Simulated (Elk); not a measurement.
# Magnetic state of MnO2 from several starts, part 2 of 2

Does MnO2 prefer parallel or opposed moments, or none?

Elk 11.2.3 (patched build); PBE with U = 4.10 eV, J = 0.90 eV on Mn d; all-electron APW+lo, Dirac cores, scalar-relativistic bands.

So far. Step 2 (Run 1 (ferro ++)): After 31 cycles the largest moment stands at 2.73 μB.

## (3) Order 2, typed as antiferro +-

Another pattern of signs weighs the neighbour shells otherwise.

elk.in reads:

```
tasks
  0

xctype
  20

rgkmax
  7.0

nempty
  14

swidth
  0.002

reducebf
  0.6

epsengy
  1e-05

maxscl
  100

lmaxi
  2

spinpol
  .true.

sppath
  './'

avec
  8.18360254519 0.00000000000 0.00000000000
  0.00000000000 8.43254882875 0.00000000000
  0.00000000000 0.00000000000 5.40929719010

atoms
  2
  'Mn.in'
  2
  0.0000000000 0.0000000000 0.0000000000   0.000000 0.000000 -0.450000
  0.5000000000 0.5000000000 0.5000000000   0.000000 0.000000 0.450000
  'O.in'
  4
  0.7860076400 0.1770373300 0.5000000000   0.000000 0.000000 0.000000
  0.7139923600 0.6770373300 0.0000000000   0.000000 0.000000 0.000000
  0.2860076400 0.3229626700 0.0000000000   0.000000 0.000000 0.000000
  0.2139923600 0.8229626700 0.5000000000   0.000000 0.000000 0.000000

ngridk
  2 2 4

dft+u
  1 1
  1 2 0.150672 0.033074
```

Run with:

```
$ OMP_NUM_THREADS=2 elk
```

Numbers of over 12 decimals in the logs are rounded to 6 here.

The program printed:

```text
Warning(gndstate): forces or DFT+U at lmaxo under 8 : 6
  [figures from our tests cut]: type lmaxo 8 and lmaxapw 10

--- INFO.OUT ---
┌─────────────────────────┐
│ Elk code version 11.2.3 │
└─────────────────────────┘

All units are atomic (Hartree, Bohr, etc.)

┌─────────────────────────────────────────────────┐
│ Ground-state run starting from atomic densities │
└─────────────────────────────────────────────────┘

Lattice vectors :
   8.183602545       0.000000000       0.000000000
   0.000000000       8.432548829       0.000000000
   0.000000000       0.000000000       5.409297190

Species : 1 (Mn)
 parameters loaded from : Mn.in
 name : manganese
 nuclear charge    :   -25.00000000
 electronic charge :    25.00000000
 atomic mass :    100145.9370
 muffin-tin radius :    2.000652092
 number of radial points in muffin-tin :    993
 inner part over the whole radius :   0.9870028520E-02
 number on inner part of muffin-tin    :    696
 approximate nuclear radius :   0.7074591925E-04
 number of mesh points to nuclear radius :    334
 atomic positions (lattice), magnetic fields (Cartesian) :
  1 :   0.00000000  0.00000000  0.00000000    0.00000000  0.00000000 -0.45000000
  2 :   0.50000000  0.50000000  0.50000000    0.00000000  0.00000000  0.45000000

Species : 2 (O)
 parameters loaded from : O.in
 name : oxygen
 nuclear charge    :   -8.000000000
 electronic charge :    8.000000000
 atomic mass :    29165.12205
 muffin-tin radius :    1.500489069
 number of radial points in muffin-tin :    593
 inner part over the whole radius :   0.9791069255E-02
 number on inner part of muffin-tin    :    405
 approximate nuclear radius :   0.5115538663E-04
 number of mesh points to nuclear radius :    175
 atomic positions (lattice), magnetic fields (Cartesian) :
  1 :  -0.21399236  0.17703733  0.50000000    0.00000000  0.00000000  0.00000000
  2 :  -0.28600764 -0.32296267  0.00000000    0.00000000  0.00000000  0.00000000
  3 :   0.28600764  0.32296267  0.00000000    0.00000000  0.00000000  0.00000000
  4 :   0.21399236 -0.17703733  0.50000000    0.00000000  0.00000000  0.00000000

Total number of atoms per unit cell :    6
Total muffin-tin volume :    123.6902184
 ratio of muffin-tin to unit cell volume :   0.3313531628

Spin treatment :
 spin-polarised
 global magnetic field (Cartesian) :    0.000000000       0.000000000       0.000000000
 collinear magnetisation in z-direction

Number of Bravais lattice symmetries :    8
Number of crystal symmetries         :    8
Crystal has inversion symmetry
Real symmetric eigensolver will be used

k-point grid :      2     2     4
k-point offset :    0.000000000       0.000000000       0.000000000
k-point set is reduced with full crystal symmetry group
Total number of k-points :       12

Muffin-tin radius times maximum |G+k| :    7.000000000
 using average radius
Maximum |G+k| for APW functions       :    4.198631052
Maximum (1/2)|G+k|²                   :    8.814251357
Maximum |G| for potential and density :    12.00000000
Constant for pseudocharge density :    6
 order of it for each species :   13  13
 order of it for pair densities of each species (exact exchange by exxq0 0: 13) :   13   7
Radial integration step length :    1

G-vector grid sizes :     32    35    21
Number of G-vectors :    10891

Maximum angular momentum used for
 APW functions            :    8
 outer part of muffin-tin :    6
 inner part of muffin-tin :    2

Number of empty states         :     84
Total number of valence states :    224
Total number of core states    :     28

Third-order local-orbitals added for an l without core states : T
Total number of local-orbitals :     78

Exchange-correlation functional :     20     0     0
 Perdew-Burke-Ernzerhof, Phys. Rev. Lett. 77, 3865 (1996)
 gradient requirement :    1
 generalised gradient approximation (GGA)

DFT+U calculation
 fully localised limit (FLL)
 see Phys. Rev. B 52, R5467 (1995)
 species : 1 (Mn), l = 2, U =   0.15067200, J =   0.03307400

Smearing type :    3
 Fermi-Dirac
Smearing width :   0.2000000000E-02
Effective electronic temperature (K) :    631.5500496

Mixing type :    3
 Broyden mixing, J. Phys. A: Math. Gen. 17, L317 (1984)

Kohn-Sham potential initialised from atomic data

┌──────────────────────────────┐
│ Self-consistent loop started │
└──────────────────────────────┘

┌─────────────────┐
│ Loop number : 1 │
└─────────────────┘

Energies :
 Fermi                       :     0.168234
 sum of occupied eigenvalues :     -1507.9761610232
 electron kinetic            :      2639.5585115615
 core electron kinetic       :      2341.6359744779
 Coulomb                     :     -5119.9607135865
 Coulomb potential           :     -3978.9869651249
 nuclear-nuclear             :     -449.80977523671
 electron-nuclear            :     -5374.6231400476
 Hartree                     :      704.47220169778
 Madelung                    :     -3130.4672310241
 xc potential                :     -168.29457298111
 xc effective B-field        :    -0.326723
 external B-field            :      0.000000
 exchange                    :     -135.12338861345
 correlation                 :     -3.352970
 DFT+U                       :     0.292778
 electron entropic           :    -0.49482589098580E-03
 total energy                :     -2618.5862775440
 (external B-field energy excluded from total)

Density of states at Fermi energy :    36.14031474
 (states/Hartree/unit cell)

Estimated indirect band gap :   0.4632160046E-02
 from k-point 4 to k-point 1
Estimated direct band gap   :   0.9320196407E-02
 at k-point 4

Charges :
 core                        :    28.00000000
 valence                     :    54.00000000
 interstitial                :    8.617648594
 muffin-tins (core leakage)
  species : 1 (Mn)
   atom 1                    :    21.96638031     ( -0.2135956052E-06)
   atom 2                    :    21.96638031     ( -0.2135956052E-06)
  species : 2 (O)
   atom 1                    :    7.362397694     (  0.1000010601E-06)
   atom 2                    :    7.362397694     (  0.1000010601E-06)
   atom 3                    :    7.362397694     (  0.1000010601E-06)
   atom 4                    :    7.362397694     (  0.1000010601E-06)
 total in muffin-tins        :    73.38235141
 total calculated charge     :    81.99787425
 total charge                :    82.00000000
 error                       :   0.2125754913E-02

Moments :
 interstitial                :  -0.1447987710E-15
 muffin-tins
  species : 1 (Mn)
   atom 1                    :    2.485076159
   atom 2                    :   -2.485076159
  species : 2 (O)
   atom 1                    :   0.1445487708E-01
   atom 2                    :  -0.1445487708E-01
   atom 3                    :  -0.1445487708E-01
   atom 4                    :   0.1445487708E-01
 total in muffin-tins        :    0.000000000
 total moment                :  -0.1447987710E-15

[... earlier loops left out ...]

┌──────────────────┐
│ Loop number : 27 │
└──────────────────┘

Energies :
 Fermi                       :     0.246301
 sum of occupied eigenvalues :     -1500.6244293865
 electron kinetic            :      2646.9550167108
 core electron kinetic       :      2341.1349649315
 Coulomb                     :     -5126.8315995447
 Coulomb potential           :     -3967.8891975430
 nuclear-nuclear             :     -449.80977523671
 electron-nuclear            :     -5399.4892201928
 Hartree                     :      722.46739588485
 Madelung                    :     -3142.8870007731
 xc potential                :     -179.32761667110
 xc effective B-field        :    -0.362631
 external B-field            :      0.000000
 exchange                    :     -135.36946874001
 correlation                 :     -3.381913
 DFT+U                       :     0.370981
 electron entropic           :    -0.35940225638107E-05
 total energy                :     -2618.2569871935
 (external B-field energy excluded from total)

Density of states at Fermi energy :   0.1029901895
 (states/Hartree/unit cell)

Estimated indirect band gap :   0.2959505640E-01
 from k-point 1 to k-point 1
Estimated direct band gap   :   0.2959505640E-01
 at k-point 1

Charges :
 core                        :    28.00000000
 valence                     :    54.00000000
 interstitial                :    8.804298369
 muffin-tins (core leakage)
  species : 1 (Mn)
   atom 1                    :    22.82658624     ( -0.2136216466E-06)
   atom 2                    :    22.82658624     ( -0.2136216466E-06)
  species : 2 (O)
   atom 1                    :    6.885632286     (  0.1104948670E-06)
   atom 2                    :    6.885632286     (  0.1104948670E-06)
   atom 3                    :    6.885632286     (  0.1104948670E-06)
   atom 4                    :    6.885632286     (  0.1104948670E-06)
 total in muffin-tins        :    73.19570163
 total calculated charge     :    81.99808825
 total charge                :    82.00000000
 error                       :   0.1911746470E-02

Moments :
 interstitial                :   0.3891520887E-17
 muffin-tins
  species : 1 (Mn)
   atom 1                    :    2.630905493
   atom 2                    :   -2.630905493
  species : 2 (O)
   atom 1                    :   0.3715452621E-01
   atom 2                    :  -0.3715452621E-01
   atom 3                    :  -0.3715452621E-01
   atom 4                    :   0.3715452621E-01
 total in muffin-tins        :    0.000000000
 total moment                :   0.3891520887E-17

┌──────────────────────────────┐
│ Self-consistent loop stopped │
└──────────────────────────────┘

Warning : forces or DFT+U at lmaxo under 8 : 6

Wrote STATE.OUT
```

Elapsed: 5.2 min, on 2 threads of Arm Neoverse V2, shared host; peak memory 0.22 GiB.

Spin moment in the muffin-tin sphere by atom:

```csv
atom,spin moment in the muffin-tin sphere (μB)
Mn1,2.63
Mn2,-2.63
O3,0.04
O4,-0.04
O5,-0.04
O6,0.04
```

Read from the output:

```yaml
density_of_states_at_the_fermi_level: 0.003785 states/eV/cell
moment_between_the_spheres: 0 μB
magnetization: 0 μB
final_state: antiferromagnetic
```

It lies 46.7 meV a seeded atom under the first start, and its largest moment is 2.63 μB against 2.73 μB.

## (4) Start 3: no spin polarisation

This run holds no moments, which gives a state to set the others against.

elk.in, as its differences from that of step 3:

```diff
@@ -15,5 +15,2 @@
 
-reducebf
-  0.6
-
 epsengy
@@ -26,5 +23,2 @@
   2
-
-spinpol
-  .true.
 
@@ -42,4 +36,4 @@
   2
-  0.0000000000 0.0000000000 0.0000000000   0.000000 0.000000 -0.450000
-  0.5000000000 0.5000000000 0.5000000000   0.000000 0.000000 0.450000
+  0.0000000000 0.0000000000 0.0000000000   0.000000 0.000000 0.000000
+  0.5000000000 0.5000000000 0.5000000000   0.000000 0.000000 0.000000
   'O.in'
```

Run with:

```
$ OMP_NUM_THREADS=2 elk
```

The program printed:

```text
Warning(gndstate): failed to reach self-consistency after 100 loops
Warning(gndstate): forces or DFT+U at lmaxo under 8 : 6
  [figures from our tests cut]: type lmaxo 8 and lmaxapw 10

--- INFO.OUT ---
┌─────────────────────────┐
│ Elk code version 11.2.3 │
└─────────────────────────┘

All units are atomic (Hartree, Bohr, etc.)

┌─────────────────────────────────────────────────┐
│ Ground-state run starting from atomic densities │
└─────────────────────────────────────────────────┘

Lattice vectors :
[...]
species : 2 (O)
   atom 1                    :    6.847857419     (  0.1088461432E-06)
   atom 2                    :    6.847857419     (  0.1088461432E-06)
   atom 3                    :    6.847857419     (  0.1088461432E-06)
   atom 4                    :    6.847857419     (  0.1088461432E-06)
 total in muffin-tins        :    73.21687424
 total calculated charge     :    81.99813183
 total charge                :    82.00000000
[...]
┌──────────────────────────────┐
│ Self-consistent loop stopped │
└──────────────────────────────┘

Warning : forces or DFT+U at lmaxo under 8 : 6

Wrote STATE.OUT

[key lines of the parts left out:]
total energy                :     -2618.0924324167
```

Elapsed: 8.4 min, on 2 threads; peak memory 0.19 GiB.

The run stopped without converging, so none of its numbers is a property of the system.

A smaller mixing step or another start is the usual next try.

After 100 loops the RMS change of the potential stands at 6e-04 Ha, and it does not fall steadily.

## (5) Energies of the orders

These are free energies at a smearing of 0.0544 eV, so its entropy term is in the differences. They are divided by the number of seeded atoms, so that cells of unlike size compare.

Orders:

```csv
start,final state,typed order kept,energy over the lowest (meV a seeded atom),largest sphere moment (μB),net moment (μB a primitive cell),DOS at the Fermi level (states/eV a primitive cell),mesh matched,CPU time (s)
ferro ++,ferromagnetic,yes,46.71,2.728,6.001,0.02639,yes,702.9
antiferro +-,antiferromagnetic,yes,0,2.631,0,0.003785,yes,583.9
```

## (6) What came out

- lowest state found: antiferromagnetic (typed antiferro +-)
- largest site moment: 2.63 μB
- next state: ferromagnetic, 46.7 meV a seeded atom higher

In words: The lowest state found is antiferromagnetic, reached from the start antiferro +-, with moments up to 2.63 μB. The next state costs 47 meV a seeded atom. 1 start gave no converged result and is missing from the ranking; the run without spin is the one. This is the lowest of 2 finished starts, no proof of the ground state. With a GGA and lmaxo under 10 this build's totals carry angular errors that reach some ten meV an atom in oxides, so smaller differences are in doubt.

[Logs and program files are shortened in this print: banners, set-up blocks, solver, clock and traceback lines can be left out without a mark of their own.]

[Logs are printed without paths, hosts, clocks, repeated set-up lines and the standing remarks that a program may print on its own settings, such as how far it seeks lower states.]

[Hosts, paths, dates, database ids (printed as entryN), source tags and the programs' standing remarks are cut or masked in the printed files.]

[Where a cell is said to come from a database of computed structures, the database is the Materials Project.]
